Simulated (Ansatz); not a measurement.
## How fast does H move in AlP?

Method: DFT PBEsol, scalar-relativistic, plane waves, PAW in Ansatz 0.2.0. (420 eV cutoff, 2×2×2 k-mesh, shifted by half a step, Gaussian smearing of 0.02 eV, no spin polarisation)

Host crystal, relaxed:

```
Al P
1.0
     0.00000    2.73556    2.73556
     2.73556    0.00000    2.73556
     2.73556    2.73556    0.00000
Al P
1 1
Direct
  0.00000 0.00000 0.00000
  0.75000 0.75000 0.75000
```

In a supercell of 32 host sites with charge -1, interstitial H hops to an equivalent place, moving 3.82 Å. Climbing-image nudged elastic band at fixed cell; the order of the saddle wasn't checked, and the small cell leaves errors of about a tenth of an eV. Zero-point motion and tunnelling, which matter for H, are left out.

```tsv
image	path (Å)	E − E(0) (eV)
0	0.00	0.000
1	0.77	0.229
2	1.54	0.973
3	2.31	1.356
4	3.07	0.984
5	3.82	0.246
6	4.58	0.000
```

**Question.** What are the barriers forward and back, and what attempt frequency does the shape suggest?

**Answer.** Forward 1.36 eV, back 1.36 eV, the ends being level. For a sinusoidal profile E_b sin²(πx/l), with the H atom alone moving, ν = (1/l)√(E_b/2m) = 2.1×10¹³ s⁻¹, within an order of magnitude of the customary 10¹³ s⁻¹; a true prefactor needs the vibrations at the minimum and at the saddle.

**Question.** With ν = 10¹³ s⁻¹, give the forward jump rate along this one path, the wait 1/k for that jump, the diffusivity D ≈ l²k and the distance √(Dt) covered in an hour at 300, 600 and 1000 K, taking the host as solid throughout.

**Answer.** k = ν exp(−E_b/k_BT):
```tsv
T (K)	k (1/s)	wait (s)	D (cm²/s)	√(Dt) in 1 h (nm)
300	1.6×10⁻¹⁰	6.1×10⁹	2.4×10⁻²⁵	2.9×10⁻⁴
600	41	0.025	5.9×10⁻¹⁴	146
1000	1.5×10⁶	6.8×10⁻⁷	2.1×10⁻⁹	2.8×10⁴
```

D = l²k holds for six equivalent jumps in three dimensions (z l²k/6) and is a scale otherwise. Long-range transport needs a connected net of such jumps, and traps slow it. D is that of an interstitial already there. An error of 0.1 eV in the barrier changes k by a factor of 48 at 300 K and 3.2 at 1000 K.

Cost: 1 run of about 21 core-minutes, on Arm Neoverse V2 (shared hosts).